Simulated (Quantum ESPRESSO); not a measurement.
The system is Hf.

```
Hf
1.0
    -1.80500    1.80500    1.80500
     1.80500   -1.80500    1.80500
     1.80500    1.80500   -1.80500
Hf
1
Direct
  0.00000 0.00000 0.00000
```

This isn't the form of Hf at room conditions, which is hcp.

- Program: Quantum ESPRESSO 7.5
- Task: phonon dispersion
- Functional: PBE
- Potentials or basis: JTH 2.0 PBE
- Cutoff: 490 eV
- Density cutoff: 2939 eV
- k mesh: 10 × 10 × 10
- Occupations: gaussian, width 0.272 eV
- Spin: no spin polarisation
- Mixing beta: 0.5
- Most SCF iterations: 120
- SCF threshold: 2e-10 Ry
- q mesh: 2 × 2 × 2

The cell and the atoms were relaxed first, to 22.41 Å³/atom (a = 3.076 Å, b = 3.076 Å, c = 3.076 Å, α = 109.47°, β = 109.47°, γ = 109.47°), and the response was taken there.

Question: Is this structure dynamically stable at this level, and how far does the spectrum reach?

Answer: No: the interpolated spectrum has imaginary modes, down to 85i cm⁻¹ near N. The highest frequency is 126 cm⁻¹.

Phonon frequencies at the corners of the path (cm⁻¹, interpolated; i marks imaginary ones):
```csv
point,frequencies
Γ,0 0 0
H,126 126 126
N,85i 92 94
P,34 34 34
```

Phonon states per cell in windows of 10 cm⁻¹ (negative: imaginary):
```
from (cm⁻¹)  total
        -90   0.02
        -80   0.09
        -70   0.16
        -60   0.24
        -50   0.14
        -40   0.06
        -30   0.03
        -20   0.02
        -10   0.02
          0   0.02
         10   0.02
         20   0.05
         30   0.06
         40   0.10
         50   0.13
         60   0.18
         70   0.26
         80   0.46
         90   0.49
        100   0.25
        110   0.15
        120   0.03
```

A q mesh this small can miss soft modes between its points.

Caveat: some modes are imaginary; the cutoff is low for these files, which shifts pressure and relaxed volume; the q mesh is small, so phonon branches between its points and thermal values are rough.
